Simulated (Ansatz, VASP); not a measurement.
## CaSe in VASP and in Ansatz

The input INCAR:

```
PREC     = Accurate       # precision mode
ENCUT    = 520            # plane-wave cutoff, eV
EDIFF    = 1E-7           # SCF threshold, eV
ISMEAR   = -1             # smearing method
SIGMA    = 0.02           # smearing width, eV
LREAL    = False          # projectors in reciprocal space
LASPH    = True           # aspherical terms in the spheres
NELM     = 100            # most SCF steps
ALGO     = Normal         # electronic algorithm
ISIF     = 2              # what is computed and relaxed
LWAVE    = False          # write WAVECAR
LCHARG   = False          # write CHGCAR
GGA      = PE             # functional
NBANDS   = 15             # bands
```

KPOINTS

```
regular mesh
0
Gamma
  8 8 8
```

POSCAR

```
CaSe
1.0
    3.6220631717      0.0000000000      0.0000000000
    0.0000000000      3.6220631717      0.0000000000
    0.0000000000      0.0000000000      3.6347849189
Ca Se
1 1
Direct
    0.0000000000      0.0000000000      0.0000000000
    0.5000000000      0.5000000000      0.5000000000
```

Input for Ansatz:

```yaml
crystal:
  lattice:
    - [3.6220631717, 0.0, 0.0]
    - [0.0, 3.6220631717, 0.0]
    - [0.0, 0.0, 3.6347849189]
  atoms:
    - { symbol: Ca, position: [0.0, 0.0, 0.0] }
    - { symbol: Se, position: [0.5, 0.5, 0.5] }
kpoints:
  mp_grid: { grid: [8, 8, 8] }
  band_path:
    path: [[0.0, 0.0, 0.0], [0.0, 0.5, 0.0], [0.5, 0.5, 0.0], [0.5, 0.5, 0.5]]
    npoints: 1
hamiltonian:
  xc: pbe
scf:
  occupations: { method: fermi_dirac, width: 0.02 }
  n_extra_bands: 4
output:
  forces: true
  stress: true
  eigenvalues: true
```

Change from the starting cell: biaxial_xy strain -0.3%.

Alike in both runs: task single point; functional PBE; k mesh 8 × 8 × 8; occupations fermi-dirac, width 0.02 eV; no spin polarisation.

```csv
,VASP,Ansatz
version,VASP 6.6.1,Ansatz 0.2.0
potentials or method,"VASP PAW PBE potentials, release 64 (Ca_sv, Se)","plane waves, PAW"
plane-wave cutoff (eV),520,420
valence electrons in the cell,16,26
```

|  | VASP | Ansatz | Ansatz less VASP |
| --- | --- | --- | --- |
| gap on the k mesh at the Fermi level (eV) | 0.74 | 0.74 | +0.008 |
| pressure (GPa) | 1.2 | 1.0 | -0.17 |
| largest component of the traceless stress (GPa) | 0.37 | 0.37 | 0.000 |

With one functional, cell and mesh, what is left measures potentials, basis and numerics. The two sets of potentials don't hold the same shells in valence.

A k mesh can miss the band edges.
